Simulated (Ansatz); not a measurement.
**GaN: excitons and shallow donors from band masses and screening**

The calculation used Ansatz 0.2.0, DFT PBE, scalar-relativistic, plane waves, PAW.

Cutoff 420 eV; k points 10×10×10 on the computed 2-atom cell (Γ-centred); Gaussian smearing, width 0.02 eV; no spin polarisation.

Relaxed cell: F-43m, a = 4.548 Å, b = 4.548 Å, c = 4.548 Å, α = 90.00°, β = 90.00°, γ = 90.00°, 2 atoms in the primitive cell. This zinc-blende form isn't the usual stable structure of the compound.

The calculation gives a Kohn–Sham gap of 1.54 eV, an electron mass of 0.142 mₑ and a hole mass of 0.33 mₑ (harmonic means over x, y, z and over the bands degenerate at each edge), and ε∞ = 6.28 (independent particles, mean of the diagonal).

Q: Estimate the binding energy and radius of a Wannier–Mott exciton and of a shallow donor, and say whether the hydrogenic model can hold.

A: The reduced mass is μ = mₙmₕ/(mₙ + mₕ) = 0.0992 mₑ, with mₙ and mₕ the band masses. With E_b = 13.606 eV × μ/ε² and a = 0.529 Å × ε/μ (μ in mₑ) the exciton has E_b = 34 meV and a = 33 Å. For a donor μ is the electron mass: 49 meV and 23 Å. The exciton's radius is 10 times the shortest lattice vector (3.22 Å), so the continuum picture is reasonable. In a polar crystal the ions screen too, so a state bound more weakly than an optical phonon feels the larger static constant, which lowers the energy and widens the orbit. The other way, the small Kohn–Sham gap and the missing local fields make ε∞ too large and the masses tend to be too light, which underbinds.